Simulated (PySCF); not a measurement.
The vertical singlet excitations below were computed for one of the candidates. Theory: TDDFT CAM-B3LYP/def2-SVPD, vertical, gas phase, core orbitals frozen in the response in PySCF. Geometries: PBE0-D3(BJ)/def2-SVP, one conformer each.

```csv
state,λ (nm),f
S1,185.7,0.023
S2,180.2,0.028
S3,169.9,0.228
S4,166.1,0.125
S5,163.6,0.040
S6,158.3,0.0013
```

Orbital energies (eV): HOMO-3 -10.70, HOMO-2 -10.34, HOMO-1 -9.82, HOMO -8.78, LUMO 0.69, LUMO+1 1.49, LUMO+2 1.54.

Question: Which candidate is it?
A. `CO[Si@@H](O)P`
B. `CCC(=O)O`
C. `[SiH3]P([SiH3])[SiH3]`
D. `CC(=O)[SiH]([SiH3])[SiH3]`

Answer: A. Its S1, at 6.68 eV, is the highest among the candidates; the nearest of the others has S1 at 5.97 eV. S1 is HOMO→LUMO (59%), HOMO→LUMO+4 (16%), HOMO→LUMO+3 (10%). Löwdin shares by element: HOMO phosphorus 63%, silicon 15%, hydrogen 12% or more; LUMO silicon 26%, oxygen 22% or more, hydrogen 14% or more, phosphorus 8% (atoms not listed hold the other 29%). At the same level the other candidates give, for their lowest levels:
- `CC(=O)[SiH]([SiH3])[SiH3]`: 345 nm (f 0.002); 206 nm (f 0.011); 197 nm (f 0.078); 192 nm (f 0.000); 188 nm (f 0.001); T1 2.99 eV; HOMO -8.34, LUMO -0.20 eV
- `CCC(=O)O`: 208 nm (f 0.000); 163 nm (f 0.057); 147 nm (f 0.035); 146 nm (f 0.003); 139 nm (f 0.118); T1 5.46 eV; HOMO -9.74, LUMO 1.05 eV
- `[SiH3]P([SiH3])[SiH3]`: 210 nm (f 0.020); 202 nm (f 0.044); 198 nm (f 0.030); 191 nm (f 0.019); 180 nm (f 0.022); T1 5.31 eV; HOMO -8.52, LUMO 0.64 eV

Shape of the structure used: `[CH3:1][O:2][Si@@H:3]([OH:4])[PH2:5]`: C1–O2–Si3–O4 65°, H–O4–Si3–O2 -98°, H–P5–Si3–O2 163°, H–P5–Si3–O2 69°.
Triplets come from the Tamm–Dancoff approximation.
